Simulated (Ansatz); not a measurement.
Crystal: MgI2.

```xyz
3
Lattice="4.1400 0.0000 0.0000 -2.0700 3.5853 0.0000 0.0000 0.0000 6.8800" Properties=species:S:1:pos:R:3 pbc="T T T"
I     2.0700    1.1951    5.1600
I     0.0000    2.3902    1.7200
Mg    0.0000    0.0000    0.0000
```

Base run:

| Item | Value |
| --- | --- |
| Program | Ansatz 0.2.0 |
| Functional | LDA |
| Potentials or basis | Ansatz PAW |
| Cutoff | 420 eV |
| Density cutoff | 1680 eV |
| k mesh | 8 × 8 × 4 |
| Occupations | fermi-dirac, width 0.05 eV |
| Spin | no spin polarisation |

Its results: band gap on the k mesh 3.33 eV, indirect (least direct gap 3.37 eV); pressure -2.0 GPa; largest force 0.375 eV/Å.

Q: After a change of settings the same cell gave: band gap on the k mesh 4.12 eV, indirect (least direct gap 4.46 eV); pressure 0.1 GPa; largest force 0.299 eV/Å. Which change was it?
A. k mesh from 8 × 8 × 4 to 12 × 12 × 4; occupations from fermi-dirac, width 0.05 eV to fixed; potential files from those of the base run to others of the same set
B. functional from LDA to r2SCAN; cutoff from 420 eV to 500 eV; density cutoff from 1680 eV to 2000 eV
C. functional from LDA to PBEsol
D. functional from LDA to PBE

A: B.

r2SCAN gives the wider gap, since meta-GGAs in the generalised Kohn-Sham scheme recover part of the derivative discontinuity.

Caveats: spin-orbit coupling is left out, which moves the levels of the heavy elements; the cell's inner coordinates are idealised or old, which leaves forces on the atoms; the PAW data sets come from PBE, with cores solved anew for the run's functional, which leaves a small shift of forces and pressure.

Not every run made on this cell is shown here.
